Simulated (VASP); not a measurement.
Set up this calculation in VASP 6.6.1, as the native input.

- Task: relaxation of cell and atoms
- Functional: PBEsol
- Potentials or basis: VASP PAW PBE potentials, release 64 (Si, O)
- Cutoff: 600 eV
- k mesh: 8 × 8 × 10
- Occupations: gaussian, width 0.03 eV
- Spin: no spin polarisation
- Further INCAR settings: ALGO = Normal; EDIFF = 1e-07; IBRION = 2; EDIFFG = -0.005; NSW = 90; ISIF = 3

The structure of SiO2 (Stishovite) lies in POSCAR:

```
SiO2                                    
1.0
    4.1920503194      0.0000000000      0.0000000000
   -0.0000000000      4.1920503194      0.0000000000
    0.0000000000      0.0000000000      2.6827024099
  Si              O             
     2     4
Direct
     0.0000000000000000    0.0000000000000000    0.0000000000000000
     0.5000000000000000    0.5000000000000000    0.5000000000000000
     0.3058244602812249    0.3058244602812249    0.0000000000000000
     0.1941755397187751    0.8058244602812249    0.5000000000000000
     0.6941755397187751    0.6941755397187751    0.0000000000000000
     0.8058244602812249    0.1941755397187751    0.5000000000000000
```

The input as run:

INCAR

```
SYSTEM = SiO2
PREC = Accurate ; ENCUT = 600
EDIFF = 1E-7 ; ISMEAR = 0
SIGMA = 0.03 ; LREAL = .False.
LASPH = .True. ; NELM = 80
ALGO = Normal ; ISIF = 3
LWAVE = .False. ; LCHARG = .False.
GGA = PS ; IBRION = 2
NSW = 90 ; EDIFFG = -0.005
KPAR = 2
```

KPOINTS

```
Automatic mesh
0
Gamma
  8 8 10
  0 0 0
```

Potentials or basis: VASP PAW PBE potentials, release 64 (Si, O).

Launch:

```bash
$ cat potpaw_PBE.64/Si/POTCAR potpaw_PBE.64/O/POTCAR > POTCAR
$ mpirun -np 2 vasp_std > vasp.out
```

It gave:

The pressure after relaxing is 0.0 GPa and the band gap on the k mesh is 5.34 eV, direct.

Caveat: the relaxation stopped at its first step, so nothing moved; the PAW data sets were made with another functional, which shifts forces and pressure a little.

Wall time 44 s on 2 MPI ranks on Intel(R) Xeon(R) Platinum 8175M CPU @ 2.50GHz (Skylake/Cascade Lake), with other jobs on the host, peak memory 0.22 GiB a rank.
